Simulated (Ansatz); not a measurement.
Here is an Ansatz 0.2.0 calculation.

input.yaml

```yaml
crystal:
  lattice:
    - [4.0031158814, 0.0, 0.0]
    - [-2.0015579407, 3.4668000476, 0.0]
    - [0.0, 0.0, 13.15670686]
  atoms:
    - { symbol: Ge, position: [0.3333333333, 0.6666666667, 0.15594157] }
    - { symbol: Ge, position: [0.6666666667, 0.3333333333, 0.84405843] }
    - { symbol: Ge, position: [0.6666666667, 0.3333333333, 0.65594157] }
    - { symbol: Ge, position: [0.3333333333, 0.6666666667, 0.34405843] }
    - { symbol: Ge, position: [0.0, 0.0, 0.09314884] }
    - { symbol: Ge, position: [0.0, 0.0, 0.90685116] }
    - { symbol: Ge, position: [0.0, 0.0, 0.59314884] }
    - { symbol: Ge, position: [0.0, 0.0, 0.40685116] }
hamiltonian:
  xc: pbesol
  pseudopotentials: { kind: paw_fr }
magnetization:
  noncollinear: true
  spin_orbit: true
kpoints:
  mp_grid: { grid: [8, 8, 2] }
  band_path:
    path:
      - [[0.0, 0.0, 0.0], [0.5, 0.0, 0.0], [0.3333333333, 0.3333333333, 0.0], [0.0, 0.0, 0.0], [0.0, 0.0, 0.5], [0.5, 0.0, 0.5], [0.3333333333, 0.3333333333, 0.5], [0.0, 0.0, 0.5]]
      - [[0.5, 0.0, 0.5], [0.5, 0.0, 0.0]]
      - [[0.3333333333, 0.3333333333, 0.0], [0.3333333333, 0.3333333333, 0.5]]
    npoints: 10
scf:
  occupations: { method: fermi_dirac, width: 0.05 }
  n_extra_bands: 20
output:
  forces: true
  stress: true
  eigenvalues: true
  fatbands: false
  write_density: true
  write_potential: true
  elf: true
  volumetric_format: npy
```

Potentials or basis: Ansatz PAW.

Command:

```bash
$ ansatz run input.yaml --threads 4 --pin off --max-ram 11264MiB --backend cpu --events-out ev --progress --plain --runs-dir out
```

(1) Estimate the largest force.

(2) What does it give for the pressure?

Answers

(1) 0.009 eV/Å.

(2) 0.0 GPa.

Caveat: the PAW data sets come from PBE, with cores solved anew for the run's functional, which leaves a small shift of forces and pressure.
